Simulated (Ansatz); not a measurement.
# CdO: the cost of one run

Program: Ansatz 0.2.0. Level of theory: DFT PBE, scalar-relativistic, plane waves, PAW. These are calculated values, not measurements.

1 further run of the same task is left out (set aside as unsound or not needed).

## Step 1: Starting point

Symmetry: Fm-3m, No. 225, cubic system. Conventional cell: a = 4.768 Å, b = 4.768 Å, c = 4.768 Å, α = 90.00°, β = 90.00°, γ = 90.00°. Around Cd (site symmetry m-3m) lie 6 O at 2.38 Å. Around O (site symmetry m-3m) lie 6 Cd at 2.38 Å.

Coordinates:

```xyz
2
Lattice="0.0000 2.3840 2.3840 2.3840 0.0000 2.3840 2.3840 2.3840 0.0000" Properties=species:S:1:pos:R:3 pbc="T T T"
Cd    2.3840    2.3840    2.3840
O     0.0000    0.0000    0.0000
```

It is the end of an earlier relaxation with the same method, from a generated guess; it needn't be the stable form of this composition. At a tolerance of 0.05 Å it has space group Fm-3m (No. 225); it has 13.55 Å³/atom, an uncorrected energy of -1.01 eV/atom over the elements.

## Step 2: Bands, states and charges

Input file input.yaml:

```yaml
crystal:
  lattice:
    - [0.0, 2.3839655034, 2.3839655034]
    - [2.3839655034, 0.0, 2.3839655034]
    - [2.3839655034, 2.3839655034, 0.0]
  atoms:
    - { symbol: Cd, position: [0.5, 0.5, 0.5] }
    - { symbol: O, position: [0.0, 0.0, 0.0] }
basis:
  ecutwfc: 420
kpoints:
  mp_grid: { grid: [20, 20, 20] }
  band_path:
    path:
      - [[0.0, 0.0, 0.0], [0.5, 0.0, 0.5], [0.625, 0.25, 0.625]]
      - [[0.375, 0.375, 0.75], [0.0, 0.0, 0.0], [0.5, 0.5, 0.5], [0.5, 0.25, 0.75], [0.5, 0.0, 0.5]]
    npoints: 14
hamiltonian:
  xc: pbe
scf:
  occupations: { method: gaussian, width: 0.1 }
  n_extra_bands: 6
output:
  forces: true
  stress: true
  eigenvalues: true
  populations: true
  dos: { projected: true, de: 0.02, nscf_kmesh: { grid: [24, 24, 24] } }
  bader: true
  write_density: true
  write_potential: true
  elf: true
  volumetric_format: npy
```

The run is started by

```console
$ ansatz run input.yaml --threads 4 --pin off --max-ram 8192MiB --backend cpu --events-out ev --progress --plain --runs-dir out
```

**Question.** How long does this run take on 4 threads of Arm Neoverse V1, shared host, and how much memory does it need?

About 5.8 s, with a peak of 0.4 GiB.
